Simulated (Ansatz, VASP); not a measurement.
# Sc: VASP beside Ansatz

File INCAR:

```
PREC = Accurate ; ENCUT = 520
EDIFF = 1E-7 ; ISMEAR = -1
SIGMA = 0.05 ; LREAL = False
LASPH = True ; NELM = 60
ALGO = Normal ; ISIF = 2
LWAVE = False ; LCHARG = True
GGA = PE ; LELF = True
LVHAR = True ; NBANDS = 12
```

File KPOINTS:

```
regular mesh
0
Gamma
  10 10 10
```

Contents of POSCAR:

```
Sc
1.0
   -1.9172054859      1.9172054859      1.7176030000
    1.9172054859     -1.9172054859      1.7176030000
    1.9172054859      1.9172054859     -1.7176030000
Sc
1
Direct
    0.0000000000      0.0000000000      0.0000000000
```

File input.yaml:

```yaml
crystal:
  lattice:
    - [-1.9172054859, 1.9172054859, 1.717603]
    - [1.9172054859, -1.9172054859, 1.717603]
    - [1.9172054859, 1.9172054859, -1.717603]
  atoms:
    - { symbol: Sc, position: [0.0, 0.0, 0.0] }
hamiltonian:
  xc: pbe
  pseudopotentials: { kind: paw }
kpoints:
  mp_grid: { grid: [10, 10, 10] }
scf:
  occupations: { method: fermi_dirac, width: 0.05 }
output:
  forces: true
  stress: true
  eigenvalues: true
  write_density: true
  write_potential: true
  elf: true
  volumetric_format: npy
```

This isn't the form of Sc at room conditions, which is hcp.

Alike in both runs: task single point; functional PBE; k mesh 10 × 10 × 10; occupations fermi-dirac, width 0.05 eV; no spin polarisation.

|  | VASP | Ansatz |
| --- | --- | --- |
| version | VASP 6.6.1 | Ansatz 0.2.0 |
| potentials or method | VASP PAW PBE potentials, release 64 (Sc_sv) | Ansatz PAW |
| plane-wave cutoff (eV) | 520 | 420 |
| valence electrons in the cell | 11 | 11 |

```csv
,VASP,Ansatz,Ansatz less VASP
gap on the k mesh at the Fermi level (eV),none,none,-
pressure (GPa),-0.8,-0.8,-0.03
largest component of the traceless stress (GPa),0.72,0.72,+0.004
```

A gap of «none» marks a metal or a gap that the smearing closes.
